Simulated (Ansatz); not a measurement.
**Vibrations of CaS (Fm-3m) by finite displacements**

```
CELL_PARAMETERS angstrom
0.00000 2.81717 2.81717
2.81717 0.00000 2.81717
2.81717 2.81717 0.00000
ATOMIC_POSITIONS crystal
Ca 0.00000 0.00000 0.00000
S 0.50000 0.50000 0.50000
```

Conventional cell: a = 5.634 Å, b = 5.634 Å, c = 5.634 Å, α = 90.00°, β = 90.00°, γ = 90.00°. Ca (atom 1) has 6 S at 2.82 Å as nearest neighbours. S (atom 2) is surrounded by 6 Ca at 2.82 Å.

Level of theory, where no other is named: PBEsol, all-electron LAPW in Ansatz 0.2.0, scalar-relativistic. k mesh 6×6×6, fixed occupations, basis error target 1 meV/atom. The cell was relaxed by PAW under this functional.

Atoms are displaced by 0.01 Å in the smallest supercells that hold the wave vectors of a 2×2×2 mesh. Negative values stand for unstable modes. The zone centre has no LO-TO term.

Task: What are the phonon energies at the solved wave vectors, in THz?

Result: 

| q | point | modes (THz) |
| --- | --- | --- |
| 0.000 0.000 0.000 | Gamma | 6.88 (×3) |
| 0.500 0.000 0.000 | L | 4.93 (×2), 5.96 (×2), 7.91, 8.30 |
| 0.500 0.500 0.000 | X | 3.59 (×2), 5.45, 7.11 (×2), 7.61 |

Task: Is the structure dynamically stable at these wave vectors?

Result: Yes, no mode is unstable there; wave vectors off this mesh aren't tested.

Task: How do the optical zone-centre modes decompose, and which are active?

Result: Point group m-3m: Γ_opt = T1u.

```json
{"label": "T1u", "THz": "6.88", "activity": "IR", "mostly": "S (56 %)"}
```

Task: How well do frozen-core PAW files reproduce these all-electron values?

Result: With a cutoff of 420 eV and displacements of 0.0025 Å, the r.m.s. difference over the modes is 0.0 cm⁻¹; the largest difference is 229.5 (PAW) against 229.6 cm⁻¹ (LAPW).

Task: The cell is scaled evenly to 43.375 and 46.058 Å³ (from 44.717), with free atoms relaxed and the shape held. What are the mode Grüneisen parameters γ = −d ln ω/d ln V?

Result: For the highest mode, 286.0 cm⁻¹ in the small cell and 268.6 in the large one give γ ≈ 1.05. From the change of the dynamical matrix on each mode:

| point | cm⁻¹ | γ |
| --- | --- | --- |
| Gamma | 229.6 | 2.18 |
| L | 164.3 | 2.10 |
| L | 198.8 | 1.84 |
| L | 264.0 | 1.12 |
| L | 277.0 | 1.04 |
| X | 119.9 | 0.03 |
| X | 181.7 | 0.32 |
| X | 237.1 | 2.28 |
| X | 253.9 | 2.16 |

Weighted by the modes' heat capacities at 300 K, the mean on this mesh is 1.50; it moves with the q mesh, and a coarse one overweights the zone boundary.

Task: Linear response on PAW files adds the field. What are the dielectric tensor, the Born charges and the LO shift?

Result: ε∞ = (5.21, 5.21, 5.21) along x, y, z with local fields. Born charges (xx, yy, zz): Ca1 (2.35, 2.35, 2.35); S2 (-2.35, -2.35, -2.35). The highest zone-centre mode lies at 229.5 cm⁻¹ without the macroscopic field and at 343.8 cm⁻¹ with it, for q along x. Lyddane-Sachs-Teller then gives ε₀ = ε∞ (ω_LO/ω_TO)² = 11.68. With the ions free to follow the field, the program's ε₀ is (11.68, 11.68, 11.68).

Limits of these numbers: the frozen-core PAW files of the compared runs were fitted under PBE, their cores solved anew for this functional; field response not resolved by the mesh; semilocal gaps are low, and ε∞ tends to come out large.
